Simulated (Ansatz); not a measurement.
# AlNi: which structure wins at one pressure

Aim: bring AlNi in several structures (rocksalt, CsCl, WC, NiAs, zincblende) to one pressure and rank them by enthalpy. The pressure is set by scaling the first phase. Methods of the runs shown: LAPW. Companion runs by PAW are cited.

Computed with Ansatz 0.2.0 (DFT, PBE, all-electron LAPW, scalar-relativistic, unless a step's input says otherwise).

### Step 1. The system as given

Symmetry: Fm-3m, No. 225, cubic system. Conventional cell: a = 4.859 Å, b = 4.859 Å, c = 4.859 Å, α = 90.00°, β = 90.00°, γ = 90.00°. Around Ni (site symmetry m-3m) lie 6 Al at 2.43 Å. Around Al (site symmetry m-3m) lie 6 Ni at 2.43 Å.

As a file:

```
CELL_PARAMETERS angstrom
0.00000 2.42949 2.42949
2.42949 0.00000 2.42949
2.42949 2.42949 0.00000
ATOMIC_POSITIONS crystal
Ni 0.00000 0.00000 0.00000
Al 0.50000 0.50000 0.50000
```

Atoms are numbered in the order of the input: Ni1, Al2.

### Step 2. Rocksalt relaxed under pressure, LAPW

File input.yaml:

```yaml
crystal:
  lattice:
    - [0.0, 2.4294864418, 2.4294864418]
    - [2.4294864418, 0.0, 2.4294864418]
    - [2.4294864418, 2.4294864418, 0.0]
  atoms:
    - { symbol: Ni, position: [0.0, 0.0, 0.0] }
    - { symbol: Al, position: [0.5, 0.5, 0.5] }
kpoints:
  mp_grid: { grid: [14, 14, 14] }
scf:
  occupations: { method: fermi_dirac, width: 0.08 }
hamiltonian:
  xc: pbe
  pseudopotentials: { kind: all_electron, lapw: { basis_error: 0.0005 } }
output:
  forces: true
  stress: true
  eigenvalues: true
relax:
  f_tol: 0.005
  max_steps: 12
  cell: { p_target: 0.0033, stress_tol: 0.03 }
```

On the command line:

```console
> ansatz run input.yaml --threads 1 --pin off --max-ram 3584MiB --backend cpu --events-out ev --progress --plain --runs-dir out
```

What it wrote (excerpt; [...] marks lines left out):

```text
[...]
LAPW: plane waves up to 9.153 Å⁻¹, error target 5.0e-4 eV per atom; small_component_spin mean_spin; Al in spheres of 1.088 Å, 11 of its electrons in bands, Dirac shells []; Ni in spheres of 1.269 Å, 18 of its electrons in bands, Dirac shells []
[...]
Pseudopotentials: kind: all_electron
Pseudopotential: Ni, LAPW, valence charge 18, Koelling and Harmon's equation, gaussian nucleus
Pseudopotential: Al, LAPW, valence charge 11, Koelling and Harmon's equation, gaussian nucleus
Functional definition: PBE
[...]
Crystal: 2 atoms, lattice volume = 28.680 Å³
Basis set: ecut = 319.16191479009376 eV, 339 PW (Γ), exchange–correlation at level 2
Bands: 19, of which v1, the nominal top of the filled ones, is band 15 counted from 1 (14 counted from 0)
Symmetry: 48 space group operations
Space group: Fm-3m (ITA 225), of the structure as read, at distance tolerance 3.1e-5 Å
k-points: 104 of 2744
[...]
SCF iter   1: F=—  HF=-47991.441160 eV  |F-HF|=—  |Δ(HF+E_count)|=         —  Δρ=5.76e-2  dr2=1.41e0  ethr=4.86e-3  ⟨swp⟩=2.0  Hψ=12774  notcnv=0
[...]
the basis was enlarged: its passes take 250.3 KiB over the memory plan, 1 of 1 planned eigensolver slots
[...]
relax step   1: F+E_penalty+E_count = -47990.44703542 eV  Δ(F+E_penalty+E_count) = +0.000e0 eV  max|allowed force component| = 1.512e-30 eV/Å  Δτ_max = 0.0000 Å  P = -0.015 GPa  Ω = 28.680 Å³  (10 SCF iters, accepted)
[...]
relax step   2: F+E_penalty+E_count = -47990.44703539 eV  Δ(F+E_penalty+E_count) = +2.614e-8 eV  max|allowed force component| = 1.545e-30 eV/Å  Δτ_max = 0.0000 Å  P = -0.015 GPa  Ω = 28.680 Å³  stress off target by 1.83e-2 GPa  SCF on the basis re-selected at this cell (its energy is not [...]
SCF converged after 2 iterations
Free energy (F): -47990.447035 eV
[...]
E sigma→0 (E₀):  -47990.437236 eV
Entropy (-TS):   -0.019599 eV (-9.800 meV/atom)
Fermi energy:    12.145328 eV
[...]
--- Forces (eV/Å), atoms counted from 1 ---
  atom   1  Ni     0.00000000    -0.00000000     0.00000000
  atom   2  Al    -0.00000000     0.00000000    -0.00000000
[...]
--- Stress (GPa, compression-positive) ---
       -0.014967       0.000000       0.000000
        0.000000      -0.014967       0.000000
        0.000000       0.000000      -0.014967
  P = ⅓ Tr σ = -0.0150 GPa (-0.150 kbar)
--- Band table (eV; the first three rows and the last of 104) ---
  k-point 0: bands = ["-90.8513", "-90.8138", "-52.3026", "-52.3026", "-52.3026", "-51.2478", "-51.2478", "-51.2478", "2.3718", "10.1289", "10.1289", "10.1289", "10.1916", "10.1916", "18.8160", "18.8160", "18.8160", "22.6052", "22.6052"]
[...]
--- Relaxed structure (1 steps of the walk, 1 accepted, 1 SCFs on fresh bases) ---
  F+E_penalty+E_count = -47990.44703539 eV   max|allowed force component| = 1.545e-30 eV/Å   (the final SCF, on the basis selected at the relaxed cell)
  cell:  # Å, volume = 28.6796 Å³
    - [0.0, 2.4294864418, 2.4294864418]
    - [2.4294864418, 0.0, 2.4294864418]
    - [2.4294864418, 2.4294864418, 0.0]
  atoms:
    - { symbol: Ni, position: [0.0, 0.0, 0.0] }
    - { symbol: Al, position: [0.5, 0.5, 0.5] }
```

Wall time 19 s (1 thread of Intel Xeon 6975P-C (Granite Rapids), shared host); peak memory 0.51 GiB.

The steps of the relaxation:

| step | energy from step 1 (eV/cell) | largest force component (eV/Å) | pressure (GPa) | volume (Å³) |
| --- | --- | --- | --- | --- |
| 1 | 0.0000 | 0.0000 | -0.02 | 28.68 |
| 2 | 0.0000 | 0.0000 | -0.01 | 28.68 |

Step 1 is the start. Step 2 repeats the geometry before on a plane-wave basis chosen anew for that cell, so the energy can jump there without any move; the table keeps such jumps.

| input's cell | before | after | change |
| --- | --- | --- | --- |
| a (Å) | 3.436 | 3.436 | +0.0 % |
| b (Å) | 3.436 | 3.436 | +0.0 % |
| c (Å) | 3.436 | 3.436 | +0.0 % |
| volume (Å³/atom) | 14.34 | 14.34 | +0.0 % |

Result: pressure -0.01 GPa; no gap.

### Step 3. CsCl relaxed under pressure, LAPW

Changes to input.yaml since step 2:

```diff
@@ -2,5 +2,5 @@
   lattice:
-    - [0.0, 2.4294864418, 2.4294864418]
-    - [2.4294864418, 0.0, 2.4294864418]
-    - [2.4294864418, 2.4294864418, 0.0]
+    - [2.893572608, 0.0, 0.0]
+    - [0.0, 2.893572608, 0.0]
+    - [0.0, 0.0, 2.893572608]
   atoms:
```

On the command line:

```console
> ansatz run input.yaml --threads 1 --pin off --max-ram 3584MiB --backend cpu --events-out ev --progress --plain --runs-dir out
```

What it wrote (excerpt; [...] marks lines left out):

```text
[...]
LAPW: plane waves up to 8.812 Å⁻¹, error target 5.0e-4 eV per atom; small_component_spin mean_spin; Al in spheres of 1.120 Å, 11 of its electrons in bands, Dirac shells []; Ni in spheres of 1.311 Å, 18 of its electrons in bands, Dirac shells []
[...]
[... 4 set-up lines as earlier in the session ...]
[...]
Crystal: 2 atoms, lattice volume = 24.227 Å³
Basis set: ecut = 295.8245642079995 eV, 257 PW (Γ), exchange–correlation at level 2
Bands: 19, of which v1, the nominal top of the filled ones, is band 15 counted from 1 (14 counted from 0)
[... 1 set-up line as earlier in the session ...]
Space group: Pm-3m (ITA 221), of the structure as read, at distance tolerance 2.9e-5 Å
k-points: 120 of 2744
[...]
        0.000000      -0.024848       0.000000
        0.000000       0.000000      -0.024848
  P = ⅓ Tr σ = -0.0248 GPa (-0.248 kbar)
--- Band table (eV; the first three rows and the last of 120) ---
  k-point 0: bands = ["-88.1853", "-87.8438", "-49.3032", "-49.3032", "-49.3032", "-48.5829", "-48.5829", "-48.5829", "4.0262", "11.9266", "11.9266", "13.5938", "13.5938", "13.5938", "20.5144", "20.5144", "20.5144", "23.1795", "23.1795"]
[...]
--- Relaxed structure (2 steps of the walk, 2 accepted, 1 SCFs on fresh bases) ---
  F+E_penalty+E_count = -47991.69941570 eV   max|allowed force component| = 2.383e-31 eV/Å   (the final SCF, on the basis selected at the relaxed cell)
  cell:  # Å, volume = 24.2204 Å³
    - [2.893302379934908, 4.012354050806741e-36, 8.024708101613482e-36]
    - [4.012354050806741e-36, 2.893302379934908, 3.510809794455898e-36]
    - [4.012354050806741e-36, 3.510809794455898e-36, 2.893302379934908]
  atoms:
    - { symbol: Ni, position: [3.119948187702491e-36, -5.199913646170818e-37, -1.7333045487236056e-37] }
    - { symbol: Al, position: [0.5, 0.5, 0.5] }
```

Wall time 26 s (1 thread of Intel Xeon 6975P-C (Granite Rapids), shared host); peak memory 0.51 GiB.

The steps of the relaxation:

| step | energy from step 1 (eV/cell) | largest force component (eV/Å) | pressure (GPa) | volume (Å³) |
| --- | --- | --- | --- | --- |
| 1 | 0.0000 | 0.0000 | -0.07 | 24.23 |
| 2 | 0.0000 | 0.0000 | -0.02 | 24.22 |
| 3 | 0.0000 | 0.0000 | -0.02 | 24.22 |

Step 1 is the start. Step 3 repeats the geometry before on a plane-wave basis chosen anew for that cell, so the energy can jump there without any move; the table keeps such jumps.

| input's cell | before | after | change |
| --- | --- | --- | --- |
| a (Å) | 2.894 | 2.893 | -0.0 % |
| b (Å) | 2.894 | 2.893 | -0.0 % |
| c (Å) | 2.894 | 2.893 | -0.0 % |
| volume (Å³/atom) | 12.11 | 12.11 | -0.0 % |

In short: pressure -0.02 GPa; no gap.

### Step 4. WC relaxed under pressure, LAPW

File input.yaml:

```yaml
crystal:
  lattice:
    - [2.757325761, 0.0, 0.0]
    - [-1.3786628805, 2.3879141556, 0.0]
    - [0.0, 0.0, 3.8223804548]
  atoms:
    - { symbol: Ni, position: [0.0, 0.0, 0.0] }
    - { symbol: Al, position: [0.3333333333, 0.6666666667, 0.5] }
kpoints:
  mp_grid: { grid: [14, 14, 12] }
scf:
  occupations: { method: fermi_dirac, width: 0.08 }
hamiltonian:
  xc: pbe
  pseudopotentials: { kind: all_electron, lapw: { basis_error: 0.0005 } }
output:
  forces: true
  stress: true
  eigenvalues: true
relax:
  f_tol: 0.005
  max_steps: 12
  cell: { p_target: 0.0033, stress_tol: 0.03 }
```

On the command line:

```console
> ansatz run input.yaml --threads 1 --pin off --max-ram 3584MiB --backend cpu --events-out ev --progress --plain --runs-dir out
```

What it wrote (excerpt; [...] marks lines left out):

```text
[...]
LAPW: plane waves up to 8.893 Å⁻¹, error target 5.0e-4 eV per atom; small_component_spin mean_spin; Al in spheres of 1.112 Å, 11 of its electrons in bands, Dirac shells []; Ni in spheres of 1.301 Å, 18 of its electrons in bands, Dirac shells []
[...]
[... 4 set-up lines as earlier in the session ...]
[...]
Crystal: 2 atoms, lattice volume = 25.168 Å³
Basis set: ecut = 301.28328179533 eV, 299 PW (Γ), exchange–correlation at level 2
Bands: 19, of which v1, the nominal top of the filled ones, is band 15 counted from 1 (14 counted from 0)
Symmetry: 12 space group operations
Space group: P-6m2 (ITA 187), of the structure as read, at distance tolerance 2.9e-5 Å
[...]
       -0.000000       0.000000      -0.022174
  P = ⅓ Tr σ = -0.0208 GPa (-0.208 kbar)
--- Band table (eV; the first three rows and the last of 168) ---
  k-point 0: bands = ["-88.8477", "-88.5344", "-49.9992", "-49.9992", "-49.9691", "-49.4300", "-49.1296", "-49.1296", "3.4657", "10.7238", "12.5497", "12.5497", "12.8766", "12.9557", "12.9557", "17.2983", "26.9386", "26.9386", "28.5944"]
[...]
--- Relaxed structure (2 steps of the walk, 2 accepted, 1 SCFs on fresh bases) ---
  F+E_penalty+E_count = -47991.32590408 eV   max|allowed force component| = 3.180e-17 eV/Å   (the final SCF, on the basis selected at the relaxed cell)
  cell:  # Å, volume = 25.1580 Å³
    - [2.7568131712966144, -2.84544466191363e-20, 9.914643402804685e-21]
    - [-1.3784065856483072, 2.3874702398304093, -4.957321701402656e-21]
    - [1.3744309683936057e-20, -5.024090952702112e-34, 3.8223482529058113]
  atoms:
    - { symbol: Ni, position: [-6.532925166885055e-56, -3.700743415524894e-17, 1.3055647939032787e-35] }
    - { symbol: Al, position: [0.3333333333333333, 0.6666666666666666, 0.5] }
```

Wall time 50 s (1 thread of Intel Xeon 6975P-C (Granite Rapids), shared host); peak memory 0.56 GiB.

Step by step:

| step | energy from step 1 (eV/cell) | largest force component (eV/Å) | pressure (GPa) | volume (Å³) |
| --- | --- | --- | --- | --- |
| 1 | 0.0000 | 0.0000 | -0.07 | 25.17 |
| 2 | 0.0000 | 0.0000 | -0.02 | 25.16 |
| 3 | 0.0000 | 0.0000 | -0.02 | 25.16 |

Step 1 is the start. Step 3 repeats the geometry before on a plane-wave basis chosen anew for that cell, so the energy can jump there without any move; the table keeps such jumps.

| input's cell | before | after | change |
| --- | --- | --- | --- |
| a (Å) | 2.757 | 2.757 | -0.0 % |
| b (Å) | 2.757 | 2.757 | -0.0 % |
| c (Å) | 3.822 | 3.822 | -0.0 % |
| volume (Å³/atom) | 12.58 | 12.58 | -0.0 % |

This run gives: pressure -0.02 GPa; no gap.

### Step 5. NiAs at the cell that PAW relaxed, LAPW

File input.yaml:

```yaml
crystal:
  lattice:
    - [3.6078988692, 0.0, 0.0]
    - [-1.8039494346, 3.124532075, 0.0]
    - [0.0, 0.0, 5.0415158563]
  atoms:
    - { symbol: Ni, position: [0.0, 0.0, 0.0] }
    - { symbol: Ni, position: [0.0, 0.0, 0.5] }
    - { symbol: Al, position: [0.3333333333, 0.6666666667, 0.25] }
    - { symbol: Al, position: [0.6666666667, 0.3333333333, 0.75] }
kpoints:
  mp_grid: { grid: [10, 10, 6] }
scf:
  occupations: { method: fermi_dirac, width: 0.08 }
hamiltonian:
  xc: pbe
  pseudopotentials: { kind: all_electron, lapw: { basis_error: 0.0005 } }
output:
  forces: true
  stress: true
  eigenvalues: true
  populations: true
```

On the command line:

```console
> ansatz run input.yaml --threads 1 --pin off --max-ram 3584MiB --backend cpu --events-out ev --progress --plain --runs-dir out
```

What it wrote (excerpt; [...] marks lines left out):

```text
Ni: projections on atomic orbitals take those of the free atom 1s2 2s2 2p6 3s2 3p6 3d8 4s2, of charge +0.00 (hamiltonian.pseudopotentials.projection_atoms)
Al: projections on atomic orbitals take those of the free atom 1s2 2s2 2p6 3s2 3p1, of charge +0.00 (hamiltonian.pseudopotentials.projection_atoms)
LAPW: plane waves up to 9.226 Å⁻¹, error target 5.0e-4 eV per atom; small_component_spin mean_spin; Al in spheres of 1.174 Å, 11 of its electrons in bands, Dirac shells []; Ni in spheres of 1.260 Å, 18 of its electrons in bands, Dirac shells []
[...]
[... 4 set-up lines as earlier in the session ...]
[...]
Crystal: 4 atoms, lattice volume = 56.833 Å³
[...]
SCF converged after 13 iterations
Free energy (F): -95982.080554 eV
[...]
E sigma→0 (E₀):  -95982.064527 eV
Entropy (-TS):   -0.032055 eV (-8.014 meV/atom)
Fermi energy:    12.045750 eV
[...]
--- Forces (eV/Å), atoms counted from 1 ---
  atom   1  Ni     0.00000000     0.00000000    -0.00000000
  atom   2  Ni     0.00000000     0.00000000     0.00000000
  atom   3  Al     0.00000000    -0.00000000     0.00000000
  atom   4  Al     0.00000000     0.00000000     0.00000000
[...]
--- Stress (GPa, compression-positive) ---
       -0.031685       0.000000       0.000000
        0.000000      -0.031685       0.000000
        0.000000       0.000000      -0.038436
  P = ⅓ Tr σ = -0.0339 GPa (-0.339 kbar)
--- Band table (eV; the first three rows and the last of 56) ---
[...]
--- Löwdin populations: 4 sites ---
  site symbol       q [e]
     0     Ni     27.5275
     1     Ni     27.5275
     2     Al     13.3108
     3     Al     13.3108
  spilling = 0.003944 (of n_electrons = 82.000000)
```

Wall time 35 s (1 thread of Intel Xeon 6975P-C (Granite Rapids), shared host); peak memory 0.63 GiB.

Read from it: pressure -0.03 GPa; no gap.

### Step 6. Zincblende relaxed under pressure, LAPW

File input.yaml:

```yaml
crystal:
  lattice:
    - [0.0, 2.679557312, 2.679557312]
    - [2.679557312, 0.0, 2.679557312]
    - [2.679557312, 2.679557312, 0.0]
  atoms:
    - { symbol: Ni, position: [0.0, 0.0, 0.0] }
    - { symbol: Al, position: [0.25, 0.25, 0.25] }
kpoints:
  mp_grid: { grid: [12, 12, 12] }
scf:
  occupations: { method: fermi_dirac, width: 0.08 }
hamiltonian:
  xc: pbe
  pseudopotentials: { kind: all_electron, lapw: { basis_error: 0.0005 } }
output:
  forces: true
  stress: true
  eigenvalues: true
relax:
  f_tol: 0.005
  max_steps: 12
  cell: { p_target: 0.0033, stress_tol: 0.03 }
```

On the command line:

```console
> ansatz run input.yaml --threads 1 --pin off --max-ram 3584MiB --backend cpu --events-out ev --progress --plain --runs-dir out
```

What it wrote (excerpt; [...] marks lines left out):

```text
[...]
LAPW: plane waves up to 9.675 Å⁻¹, error target 5.0e-4 eV per atom; small_component_spin mean_spin; Al in spheres of 1.041 Å, 11 of its electrons in bands, Dirac shells []; Ni in spheres of 1.210 Å, 18 of its electrons in bands, Dirac shells []
[...]
[... 4 set-up lines as earlier in the session ...]
[...]
Crystal: 2 atoms, lattice volume = 38.479 Å³
Basis set: ecut = 356.66829877431263 eV, 609 PW (Γ), exchange–correlation at level 2
Bands: 19, of which v1, the nominal top of the filled ones, is band 15 counted from 1 (14 counted from 0)
Symmetry: 24 space group operations
Space group: F-43m (ITA 216), of the structure as read, at distance tolerance 3.4e-5 Å
[...]
  atom   2  Al     0.00000000    -0.00000000     0.00000000
[...]
--- Stress (GPa, compression-positive) ---
       -0.020318      -0.000000       0.000000
       -0.000000      -0.020318      -0.000000
        0.000000      -0.000000      -0.020318
  P = ⅓ Tr σ = -0.0203 GPa (-0.203 kbar)
--- Band table (eV; the first three rows and the last of 72) ---
  k-point 0: bands = ["-94.9097", "-94.8653", "-56.3516", "-56.3516", "-56.3516", "-55.3148", "-55.3148", "-55.3148", "-0.0513", "5.8009", "5.8009", "5.8009", "6.4102", "6.4102", "14.5644", "14.5644", "14.5644", "15.3048", "15.3048"]
[...]
--- Relaxed structure (1 steps of the walk, 1 accepted, 1 SCFs on fresh bases) ---
  F+E_penalty+E_count = -47989.42611797 eV   max|allowed force component| = 8.674e-18 eV/Å   (the final SCF, on the basis selected at the relaxed cell)
  cell:  # Å, volume = 38.4786 Å³
    - [0.0, 2.679557312, 2.679557312]
    - [2.679557312, 0.0, 2.679557312]
    - [2.679557312, 2.679557312, 0.0]
  atoms:
    - { symbol: Ni, position: [0.0, 0.0, 0.0] }
    - { symbol: Al, position: [0.25, 0.25, 0.25] }
```

Run time: 34 s. Hardware: 1 thread of Intel Xeon 6975P-C (Granite Rapids), shared host; peak memory 0.44 GiB.

Step by step:

| step | energy from step 1 (eV/cell) | largest force component (eV/Å) | pressure (GPa) | volume (Å³) |
| --- | --- | --- | --- | --- |
| 1 | 0.0000 | 0.0000 | -0.02 | 38.48 |
| 2 | 0.0000 | 0.0000 | -0.02 | 38.48 |

Step 1 is the start. Step 2 repeats the geometry before on a plane-wave basis chosen anew for that cell, so the energy can jump there without any move; the table keeps such jumps.

| input's cell | before | after | change |
| --- | --- | --- | --- |
| a (Å) | 3.789 | 3.789 | +0.0 % |
| b (Å) | 3.789 | 3.789 | +0.0 % |
| c (Å) | 3.789 | 3.789 | +0.0 % |
| volume (Å³/atom) | 19.24 | 19.24 | +0.0 % |

Result: pressure -0.02 GPa; no gap.

### Step 7. Side by side

Rows by PAW come from runs of the same series that aren't printed here.

Enthalpy per atom, H = F + pV at p = 0.0033 GPa, from each method's lowest phase:

| method | start | space group, start → end | volume (Å³/atom) | pressure (GPa) | enthalpy (meV/atom) |
| --- | --- | --- | --- | --- | --- |
| LAPW | rocksalt | Fm-3m → Fm-3m | 14.340 | 0.0 | 626.2 |
| LAPW | CsCl | Pm-3m → Pm-3m | 12.110 | 0.0 | 0.0 |
| LAPW | WC | P-6m2 → P-6m2 | 12.579 | 0.0 | 186.8 |
| LAPW, at PAW's cell | NiAs | P6_3/mmc | 14.208 | 0.0 | 329.6 |
| LAPW | zincblende | F-43m → F-43m | 19.239 | 0.0 | 1136.8 |
| PAW | rocksalt | Fm-3m → Fm-3m | 14.340 | 0.0 | 625.5 |
| PAW | CsCl | Pm-3m → Pm-3m | 12.114 | 0.0 | 0.0 |
| PAW | WC | P-6m2 → P-6m2 | 12.584 | 0.0 | 187.4 |
| PAW | NiAs | P6_3/mmc → P6_3/mmc | 14.208 | 0.0 | 329.2 |
| PAW | zincblende | F-43m → F-43m | 19.239 | 0.0 | 1135.8 |

### Step 8. What came out

```
     quantity                          value
     pressure                     0.0033 GPa
lowest (LAPW)  CsCl, 186.8 meV/atom under WC
 lowest (PAW)  CsCl, 187.4 meV/atom under WC
```

In words: By LAPW the order is CsCl < WC < NiAs < rocksalt < zincblende. By PAW the order is CsCl < WC < NiAs < rocksalt < zincblende. The methods agree on the lowest phase. Only these structures were tried, with electrons smeared by 0.08 eV and without vibrations, so the true ground state may be another. The k meshes differ between phases and weren't tested, which can move differences by some meV. Spin polarisation is left out here, though a magnetic state may lie well lower.
